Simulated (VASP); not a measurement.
**Results of a VASP single-point calculation on MgO (strained wurtzite)**

POSCAR

```
Mg O
 1.0000000000000000
     3.2882172281021651   -0.0000000000288675    0.0000000000000000
    -1.6441086140260825    2.8476796527125590    0.0000000000000000
     0.0000000000000000    0.0000000000000000    4.8329916237999999
 Mg  O
   2   2
Cartesian
  0.0000000000166667  1.8984531017987498 -0.0832378256627108
  1.6441086140594161  0.9492265508849411  2.3332579862372889
  0.0000000000166667  1.8984531017987498  1.8956096845877104
  1.6441086140594161  0.9492265508849411  4.3121054964877086
```

| Property | Result |
| --- | --- |
| gap between bands v and c | 4.27 eV |
| least direct gap | 4.27 eV |

Band v is the last that the valence electrons fill when counted band by band, and c is the next. Levels in eV from the top of v:

```csv
point,v−1,v,c,c+1
Γ,-0.61,0.00,4.27,9.68
M,-0.94,-0.63,8.50,9.08
K,-1.36,-1.36,8.99,9.16
A,-0.81,-0.81,6.91,6.91
L,-0.81,-0.81,8.19,8.19
H,-0.45,-0.45,9.25,9.25
```

Task: Which of these levels of theory gave these results?
A. HSE06
B. LDA
C. PBE with spin–orbit coupling
D. r²SCAN
E. PBE
F. PBE0
G. PBEsol

Result: D.

The INCAR was:

```
SIGMA = 0.01
LASPH = .TRUE.
ENCUT = 520
LREAL = .FALSE.
LCHARG = .FALSE.
NBANDS = 16
ISMEAR = 0
LWAVE = .FALSE.
ISIF = 2
PREC = Accurate
NELM = 120
IBRION = -1
METAGGA = R2SCAN
EDIFF = 1E-7
NSW = 0
ALGO = Normal
```
